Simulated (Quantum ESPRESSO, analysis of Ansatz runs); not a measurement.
# Migration in HfO2 (P2_1/c): V_O hop (2.8 Å), charge 0 (Quantum ESPRESSO), part 3 of 3

Wanted: path and barrier of a jump of O in HfO2 (P2_1/c) at charge 0. The case: V_O hop (2.8 Å), in a cell of 48 host atoms with 1 O taken out.

Quantum ESPRESSO 7.5; Quantum ESPRESSO plane-wave DFT, PBEsol, GBRV 1.5 PBEsol potentials; nudged elastic band between two relaxed defect structures.

So far: The starting structure; Relaxation of the start point, charge 0; Relaxation of the end point, charge 0.

## 4. Nudged elastic band, charge 0

3 movable images are laid between the ends by interpolation. Each image feels the true force across the path and a spring force along it. The highest image is set to climb to the top of the path.

This step: Quantum ESPRESSO plane-wave DFT, PBEsol, GBRV 1.5 PBEsol potentials; nudged elastic band between two relaxed defect structures.

neb.in

```
BEGIN
BEGIN_PATH_INPUT
&PATH
  restart_mode = 'from_scratch'
  string_method = 'neb'
  nstep_path = 45
  ds = 1.5
  opt_scheme = 'broyden'
  num_of_images = 5
  k_max = 0.3
  k_min = 0.2
  CI_scheme = 'auto'
  path_thr = 0.06
/
END_PATH_INPUT
BEGIN_ENGINE_INPUT
&CONTROL
  prefix = 'pwscf'
  outdir = './tmp'
  pseudo_dir = './pseudo'
  disk_io = 'low'
/
&SYSTEM
  ibrav = 0
  nat = 47
  ntyp = 2
  ecutwfc = 36
  ecutrho = 288
  nbnd = 193
  occupations = 'fixed'
  nosym = .true.
/
&ELECTRONS
  conv_thr = 5d-08
  electron_maxstep = 100
  mixing_beta = 0.5
/
ATOMIC_SPECIES
Hf   178.4900 hf_pbesol_v1.uspp.F.UPF
O     15.9990 o_pbesol_v1.2.uspp.F.UPF
CELL_PARAMETERS angstrom
  -5.9416700219    5.1632183080    5.1583953540
   4.2040263251   -5.1632183080    5.1655566081
   5.9416700219    5.1632183080   -5.1583953540
BEGIN_POSITIONS
FIRST_IMAGE
ATOMIC_POSITIONS crystal
Hf     0.0827259777    0.4939048404    0.8671972178
Hf     0.0832055250    0.9918400852    0.3672158535
Hf     0.5819724443    0.4943700632    0.3672717892
Hf     0.5848777638    0.9912422206    0.8676363720
Hf     0.3750870645    0.2564060965    0.8399144059
Hf     0.3748951358    0.7567785985    0.3389862551
Hf     0.8751115250    0.2582485035    0.3405338389
Hf     0.8678743650    0.7558926925    0.8379281748
Hf     0.4181501840    0.0080492465    0.1329967126
Hf     0.4164202981    0.5065145839    0.6327810987
Hf     0.9163103843    0.0072135716    0.6325462855
Hf     0.9177191595    0.5071415607    0.1325252117
Hf     0.1235722610    0.2413400639    0.1585892316
Hf     0.1266599711    0.7429541634    0.6610642858
Hf     0.6253402346    0.2417889711    0.6598574735
Hf     0.6273556353    0.7435844029    0.1591533323
O      0.3617709853    0.2113259239    0.5944461431
O      0.3631666367    0.7151123860    0.0944422926
O      0.8618864113    0.2141430011    0.0951044736
O      0.8618839209    0.7139941697    0.5952299671
O      0.3821082787    0.0341701344    0.8959768334
O      0.3784392143    0.5337875670    0.3942587355
O      0.8814867374    0.0361311469    0.3974025555
O      0.8800080438    0.5354308732    0.8968127115
O      0.1381536560    0.2849078817    0.4027561846
O      0.1382024500    0.7865372035    0.9046684522
O      0.6394943992    0.2846592536    0.9042332527
O      0.6380199436    0.7853458048    0.4029503543
O      0.1184037816    0.4631698018    0.1003830008
O      0.1190871522    0.9641879626    0.6029335044
O      0.6204781116    0.4706633735    0.6081803038
O      0.6209482428    0.9662128354    0.1028068244
O      0.3356587234    0.2061510203    0.1919957345
O      0.3457592377    0.7105859011    0.7029024918
O      0.8376564336    0.2087395495    0.6909788798
O      0.8397372360    0.7073591234    0.1992350814
O      0.4856061696    0.0421356399    0.3795425300
O      0.4923553833    0.5427290682    0.8796247210
O      0.9744067985    0.0379517078    0.8767570867
O      0.9915288809    0.5428751669    0.3815726538
O      0.1633202939    0.2920176929    0.8075916858
O      0.1627215819    0.7921644777    0.3039994824
O      0.6627460784    0.2937873112    0.3072795826
O      0.0161957153    0.4585517174    0.6204711836
O      0.0050695027    0.9533820269    0.1161996384
O      0.5138049117    0.4579392068    0.1196623609
O      0.5168799025    0.9561590552    0.6208025437
INTERMEDIATE_IMAGE
ATOMIC_POSITIONS crystal
Hf     0.0831511248    0.4937312534    0.8670189355
Hf     0.0829869296    0.9920146802    0.3671713097
[... 45 atom lines left out ...]
INTERMEDIATE_IMAGE
ATOMIC_POSITIONS crystal
Hf     0.0835686886    0.4935665964    0.8668467358
Hf     0.0828317075    0.9922155618    0.3671835191
[... 45 atom lines left out ...]
INTERMEDIATE_IMAGE
ATOMIC_POSITIONS crystal
Hf     0.0839813626    0.4934036836    0.8666749959
Hf     0.0826493209    0.9924046410    0.3671666568
[... 45 atom lines left out ...]
LAST_IMAGE
ATOMIC_POSITIONS crystal
Hf     0.0843895416    0.4932240232    0.8664952324
Hf     0.0824376494    0.9925925381    0.3671187497
[... 1 atom line left out ...]
Hf     0.5832455062    0.9921692158    0.8684318658
[... 3 atom lines left out ...]
Hf     0.8746550428    0.7569531443    0.8410624885
[... 1 atom line left out ...]
Hf     0.4182164426    0.5066137558    0.6378731908
[... 5 atom lines left out ...]
Hf     0.6239399847    0.7415186236    0.1574903299
O      0.3629391495    0.2216851564    0.6008669764
[... 6 atom lines left out ...]
O      0.8823258193    0.5350555305    0.8973253724
[... 6 atom lines left out ...]
O      0.6191268603    0.4642501084    0.6024187448
O      0.6197120495    0.9638578643    0.1024615573
[... 1 atom line left out ...]
O      0.3376562933    0.7038891054    0.6984938611
[... 1 atom line left out ...]
O      0.8357661046    0.7066112141    0.1906729438
[... 1 atom line left out ...]
O      0.6611100218    0.7888819764    0.8109022533
[... 6 atom lines left out ...]
O      0.0154710926    0.9585000823    0.1206955562
[... 1 atom line left out ...]
O      0.5116814779    0.9564945559    0.6203789926
END_POSITIONS
K_POINTS gamma
END_ENGINE_INPUT
END
```

Run with:

```
$ OMP_NUM_THREADS=1 mpirun -n 4 neb.x -ni 2 -inp neb.in > neb.out
```

Log:

```text
[shortened: banners, details of potentials and solvers, and blank lines are left out]
[banner, memory and clock lines left out]
     path-images division:  nimage    =       2
     initial path length           =  5.0201 bohr
     initial inter-image distance  =  1.2550 bohr
     string_method                 =    neb
     restart_mode                  =    from_scratch
     opt_scheme                    =    broyden
     num_of_images                 =    5
     nstep_path                    =    45
     CI_scheme                     =    auto
     first_last_opt                =    F
     use_freezing                  =    F
     ds                            =    1.5000 a.u.
     k_max                         =    0.3000 a.u.
     k_min                         =    0.2000 a.u.
     path_thr                      =    0.0600 eV / A
     ------------------------------ iteration   1 ------------------------------
     activation energy (->) =   3.469529 eV
     activation energy (<-) =   3.468351 eV
     image        energy (eV)        error (eV/A)        frozen
         1     -48209.4169918            0.026237            T
         2     -48207.4531065            6.012029            F
         3     -48205.9474625            8.872586            F
         4     -48207.6982949            5.837591            F
         5     -48209.4158138            0.026751            T
     climbing image =  3
     path length          =  5.020 bohr
     inter-image distance =  1.255 bohr
     ------------------------------ iteration   2 ------------------------------
     activation energy (->) =   2.376840 eV
     activation energy (<-) =   2.375662 eV
     image        energy (eV)        error (eV/A)        frozen
         1     -48209.4169918            0.026237            T
         2     -48208.1848842            1.286989            F
         3     -48207.0401522            2.430137            F
         4     -48208.2957921            2.305753            F
         5     -48209.4158138            0.026751            T
     climbing image =  3
     path length          =  5.180 bohr
[...]
------------------------------ iteration   3 ------------------------------
     activation energy (->) =   1.965216 eV
     activation energy (<-) =   1.964038 eV
     image        energy (eV)        error (eV/A)        frozen
         1     -48209.4169918            0.026237            T
         2     -48208.3223937            1.218225            F
         3     -48207.4517760            1.894799            F
         4     -48208.4259692            1.300787            F
         5     -48209.4158138            0.026751            T
     climbing image =  3
     path length          =  5.201 bohr
[...]
------------------------------ iteration   4 ------------------------------
     activation energy (->) =   1.692962 eV
     activation energy (<-) =   1.691784 eV
     image        energy (eV)        error (eV/A)        frozen
         1     -48209.4169918            0.026237            T
         2     -48208.4268155            0.534110            F
         3     -48207.7240294            0.499914            F
         4     -48208.5215237            0.542542            F
         5     -48209.4158138            0.026751            T
     climbing image =  3
     path length          =  5.366 bohr
[...]
------------------------------ iteration   5 ------------------------------
     activation energy (->) =   1.617417 eV
     activation energy (<-) =   1.616239 eV
     image        energy (eV)        error (eV/A)        frozen
         1     -48209.4169918            0.026237            T
         2     -48208.4747202            0.396885            F
         3     -48207.7995745            0.466231            F
         4     -48208.5881947            0.337344            F
         5     -48209.4158138            0.026751            T
     climbing image =  3
     path length          =  5.454 bohr
[...]
------------------------------ iteration   6 ------------------------------
     activation energy (->) =   1.567625 eV
     activation energy (<-) =   1.566447 eV
     image        energy (eV)        error (eV/A)        frozen
         1     -48209.4169918            0.026237            T
         2     -48208.5086088            0.264170            F
         3     -48207.8493669            0.380603            F
         4     -48208.6587562            0.190426            F
         5     -48209.4158138            0.026751            T
     climbing image =  3
     path length          =  5.561 bohr
[...]
------------------------------ iteration   7 ------------------------------
     activation energy (->) =   1.544372 eV
     activation energy (<-) =   1.543194 eV
     image        energy (eV)        error (eV/A)        frozen
         1     -48209.4169918            0.026237            T
         2     -48208.5197069            0.239150            F
         3     -48207.8726195            0.339087            F
         4     -48208.7169023            0.154782            F
         5     -48209.4158138            0.026751            T
     climbing image =  3
     path length          =  5.691 bohr
[...]
------------------------------ iteration   8 ------------------------------
     activation energy (->) =   1.538883 eV
     activation energy (<-) =   1.537705 eV
     image        energy (eV)        error (eV/A)        frozen
         1     -48209.4169918            0.026237            T
         2     -48208.5180264            0.213941            F
         3     -48207.8781089            0.294000            F
         4     -48208.7343957            0.132193            F
         5     -48209.4158138            0.026751            T
     climbing image =  3
     path length          =  5.709 bohr
[...]
------------------------------ iteration   9 ------------------------------
     activation energy (->) =   1.556807 eV
     activation energy (<-) =   1.555629 eV
     image        energy (eV)        error (eV/A)        frozen
         1     -48209.4169918            0.026237            T
         2     -48208.4759126            0.134151            F
         3     -48207.8601845            0.204158            F
         4     -48208.8449035            0.293652            F
         5     -48209.4158138            0.026751            T
     climbing image =  3
     path length          =  6.030 bohr
[...]
------------------------------ iteration  10 ------------------------------
     activation energy (->) =   1.533559 eV
     activation energy (<-) =   1.532381 eV
     image        energy (eV)        error (eV/A)        frozen
         1     -48209.4169918            0.026237            T
         2     -48208.4967032            0.076455            F
         3     -48207.8834332            0.111015            F
         4     -48208.8357764            0.171125            F
         5     -48209.4158138            0.026751            T
     climbing image =  3
     path length          =  5.895 bohr
[...]
------------------------------ iteration  11 ------------------------------
     activation energy (->) =   1.530603 eV
     activation energy (<-) =   1.529425 eV
     image        energy (eV)        error (eV/A)        frozen
         1     -48209.4169918            0.026237            T
         2     -48208.4955535            0.066409            F
         3     -48207.8863892            0.101990            F
         4     -48208.8458550            0.117405            F
         5     -48209.4158138            0.026751            T
     climbing image =  3
     path length          =  5.891 bohr
[...]
------------------------------ iteration  12 ------------------------------
     activation energy (->) =   1.500470 eV
     activation energy (<-) =   1.499292 eV
     image        energy (eV)        error (eV/A)        frozen
         1     -48209.4169918            0.026237            T
         2     -48208.4551731            0.192630            F
         3     -48207.9165221            0.442328            F
         4     -48208.9561254            0.269665            F
         5     -48209.4158138            0.026751            T
     climbing image =  3
     path length          =  6.001 bohr
[...]
------------------------------ iteration  13 ------------------------------
     activation energy (->) =   1.507321 eV
     activation energy (<-) =   1.506143 eV
     image        energy (eV)        error (eV/A)        frozen
         1     -48209.4169918            0.026237            T
         2     -48208.4741491            0.183499            F
         3     -48207.9096708            0.313903            F
         4     -48208.9276335            0.163344            F
         5     -48209.4158138            0.026751            T
     climbing image =  3
     path length          =  5.949 bohr
[...]
------------------------------ iteration  14 ------------------------------
     activation energy (->) =   1.512859 eV
     activation energy (<-) =   1.511681 eV
     image        energy (eV)        error (eV/A)        frozen
         1     -48209.4169918            0.026237            T
         2     -48208.4902350            0.114448            F
         3     -48207.9041324            0.195879            F
         4     -48208.8938256            0.067640            F
         5     -48209.4158138            0.026751            T
     climbing image =  3
     path length          =  5.907 bohr
[...]
------------------------------ iteration  15 ------------------------------
     activation energy (->) =   1.509570 eV
     activation energy (<-) =   1.508392 eV
     image        energy (eV)        error (eV/A)        frozen
         1     -48209.4169918            0.026237            T
         2     -48208.4879151            0.144827            F
         3     -48207.9074220            0.239231            F
         4     -48208.9042876            0.116092            F
         5     -48209.4158138            0.026751            T
     climbing image =  3
     path length          =  5.916 bohr
[...]
------------------------------ iteration  16 ------------------------------
     activation energy (->) =   1.508924 eV
     activation energy (<-) =   1.507746 eV
     image        energy (eV)        error (eV/A)        frozen
         1     -48209.4169918            0.026237            T
         2     -48208.4917397            0.141840            F
         3     -48207.9080682            0.233224            F
         4     -48208.8997989            0.118104            F
         5     -48209.4158138            0.026751            T
     climbing image =  3
     path length          =  5.911 bohr
[...]
------------------------------ iteration  17 ------------------------------
     activation energy (->) =   1.537969 eV
     activation energy (<-) =   1.536791 eV
     image        energy (eV)        error (eV/A)        frozen
         1     -48209.4169918            0.026237            T
         2     -48208.5804399            0.114038            F
         3     -48207.8790226            0.231653            F
         4     -48208.7527943            0.198417            F
         5     -48209.4158138            0.026751            T
     climbing image =  3
     path length          =  5.863 bohr
[...]
------------------------------ iteration  18 ------------------------------
     activation energy (->) =   1.513588 eV
     activation energy (<-) =   1.512410 eV
     image        energy (eV)        error (eV/A)        frozen
         1     -48209.4169918            0.026237            T
         2     -48208.5398380            0.067547            F
         3     -48207.9034034            0.082544            F
         4     -48208.8241365            0.103662            F
         5     -48209.4158138            0.026751            T
     climbing image =  3
     path length          =  5.871 bohr
[...]
------------------------------ iteration  19 ------------------------------
     activation energy (->) =   1.512218 eV
     activation energy (<-) =   1.511040 eV
     image        energy (eV)        error (eV/A)        frozen
         1     -48209.4169918            0.026237            T
         2     -48208.5388951            0.058161            F
         3     -48207.9047742            0.070151            F
         4     -48208.8252271            0.071129            F
         5     -48209.4158138            0.026751            T
     climbing image =  3
     path length          =  5.876 bohr
[...]
------------------------------ iteration  20 ------------------------------
     activation energy (->) =   1.512337 eV
     activation energy (<-) =   1.511159 eV
     image        energy (eV)        error (eV/A)        frozen
         1     -48209.4169918            0.026237            T
         2     -48208.5425723            0.040906            F
         3     -48207.9046546            0.072449            F
         4     -48208.8189621            0.062438            F
         5     -48209.4158138            0.026751            T
     climbing image =  3
     path length          =  5.876 bohr
[...]
------------------------------ iteration  21 ------------------------------
     activation energy (->) =   1.510026 eV
     activation energy (<-) =   1.508848 eV
     image        energy (eV)        error (eV/A)        frozen
         1     -48209.4169918            0.026237            T
         2     -48208.5519686            0.031425            F
         3     -48207.9069653            0.047786            F
         4     -48208.8013704            0.030012            F
         5     -48209.4158138            0.026751            T
     climbing image =  3
     path length          =  5.890 bohr
     inter-image distance =  1.472 bohr
     neb: convergence achieved in  21 iterations
```

It took 37 min on 4 MPI ranks of Arm Neoverse V1, shared host; peak memory 2.4 GiB.

The path, image by image:

| image | path (Å) | energy (eV) | O38: x, y, z (Å) |
| --- | --- | --- | --- |
| 0 | 0.000 | 0.0000 | 4.583, 4.282, 0.806 |
| 1 | 0.897 | 0.8650 | 4.471, 4.439, 1.605 |
| 2 | 1.637 | 1.5100 | 4.453, 4.332, 2.293 |
| 3 | 2.299 | 0.6156 | 4.432, 4.008, 2.803 |
| 4 | 3.117 | 0.0012 | 4.206, 3.527, 3.302 |

This step gave:

```
barrier forward  : 1.510 eV
barrier backward : 1.509 eV
end less start   : 0.001178 eV
hop length       : 2.635 Å
```

The band met its tolerance of 0.06 eV/Å after 21 iterations, with image 2 on top (the start counts as 0). O38, which moves farthest between the ends, has 3 Hf at 2.01 to 2.13 Å nearest at the start and 2 Hf at 1.99 to 2.28 Å at the top.

## 5. What came out

```json
{
 "barrier forward": "1.51 eV",
 "barrier backward": "1.51 eV",
 "end less start": "0.00 eV",
 "hop length": "2.64 Å",
 "band iterations, as the log counts them": "21"
}
```

What this shows: The top of the band lies 1.51 eV above the start and 1.51 eV above the end. With an assumed prefactor of 1e13 per second it gives one hop a second along this one path at about 590 K; whether such hops link up through the crystal wasn't checked. The order of the top as a saddle was not checked for all atoms, so a bent path could be lower. Keep in mind: sampling at the zone centre alone can move energies of charged and open-shell states by tenths of an eV or more in cells of this size; periodic copies of the defect are only 8.4 Å apart; spin–orbit coupling, which can matter with heavy atoms, is left out. The cutoff of 36 Ry is under the 40 Ry advised for these potentials.

[Logs are printed without paths, hosts, clocks, repeated set-up lines and the standing remarks that a program may print on its own settings, such as how far it seeks lower states.]

[Hosts, paths, dates, database ids (printed as entryN), source tags and the programs' standing remarks are cut or masked in the printed files.]
